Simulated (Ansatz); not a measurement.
SnSe:

```
CELL_PARAMETERS angstrom
0.00000 3.39084 3.39084
3.39084 0.00000 3.39084
3.39084 3.39084 0.00000
ATOMIC_POSITIONS crystal
Sn 0.00000 0.00000 0.00000
Se 0.75000 0.75000 0.75000
```

The cell was built by a generator and needn't be a form met in nature.

Base run:

* Program: Ansatz 0.2.0
* Functional: PBEsol0
* Potentials or basis: Ansatz PAW
* Cutoff: 420 eV (not typed: the program's choice for these potentials)
* k mesh: 4 × 4 × 4
* Occupations: fermi-dirac, width 0.05 eV
* Spin: no spin polarisation

Its results: band gap on the k mesh 0.92 eV, indirect (least direct gap 1.67 eV); pressure -1.8 GPa.

Q: After a change of settings the same cell gave: band gap on the k mesh 1.02 eV, indirect (least direct gap 1.77 eV); pressure -1.1 GPa. Which change was it?
A. functional from PBEsol0 to HSE03
B. functional from PBEsol0 to HSE06
C. functional from PBEsol0 to r2SCAN0; cutoff from 420 eV (not typed: the program's choice for these potentials) to 500 eV (not typed: the program's choice for these potentials)
D. functional from PBEsol0 to r2SCANh; cutoff from 420 eV (not typed: the program's choice for these potentials) to 500 eV (not typed: the program's choice for these potentials)

A: C.

Caveats: spin-orbit coupling is left out, which moves the levels of the heavy elements; the PAW data sets come from PBE, with cores solved anew for the run's functional, which leaves a small shift of forces and pressure; the thresholds are loose for stress.
